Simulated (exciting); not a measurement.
Set up this calculation in exciting (release sodium), as the native input.

```
Task                                     : single point
Functional                               : PBE
Potentials or basis                      : all-electron LAPW+lo, shipped species files, valence relativity iora*
rgkmax                                   : 9
k mesh                                   : 11 × 11 × 11
Occupations                              : gaussian, width 0.024 eV
Spin                                     : no spin polarisation
outputlevel                              : high
gmaxvr (cutoff of density and potential) : 14 1/bohr
lmaxapw (and lmaxmat)                    : 10
lmaxvr                                   : 8
nempty                                   : 12
Valence relativity                       : iora*
epsengy                                  : 1e-05 Ha
epspot                                   : 1e-05 Ha
maxscl                                   : 60
Muffin-tin radii                         : Ta 2.3 bohr
```

Ta:

```xyz
1
Lattice="-1.6513 1.6513 1.6513 1.6513 -1.6513 1.6513 1.6513 1.6513 -1.6513" Properties=species:S:1:pos:R:3 pbc="T T T"
Ta    0.0000    0.0000    0.0000
```

These files were run (other wordings do the same):

input.xml

```xml
<input>
  <title>Ta</title>
  <structure speciespath="./" tshift="false">
    <crystal scale="1">
      <basevect>-3.120466955072 3.120466955072 3.120466955072</basevect>
      <basevect>3.120466955072 -3.120466955072 3.120466955072</basevect>
      <basevect>3.120466955072 3.120466955072 -3.120466955072</basevect>
    </crystal>
    <species speciesfile="Ta.xml" rmt="2.3">
      <atom coord="0.000000000000 0.000000000000 0.000000000000"/>
    </species>
  </structure>
  <groundstate do="fromscratch" ngridk="11 11 11" rgkmax="9" gmaxvr="14" lmaxapw="10" lmaxmat="10" lmaxvr="8" xctype="GGA_PBE" stype="Gaussian" swidth="0.00088198" nempty="12" ValenceRelativity="iora*" epsengy="1e-05" epspot="1e-05" maxscl="60" tforce="true" outputlevel="high"/>
</input>
```

Potentials or basis: all-electron LAPW+lo, shipped species files, valence relativity iora*.

Run with:

```bash
$ OMP_NUM_THREADS=1 exciting_smp
```

Results of the run:

```yaml
Band_gap_on_the_k_mesh: none (metal or under the smearing width)
All_electrons_inside_the_program's_atomic_spheres: Ta 70.23 (radii Ta 2.3 bohr)
```

It took 29 s on 1 thread of Arm Neoverse V1, with other jobs on the host, peak memory 0.1 GiB.
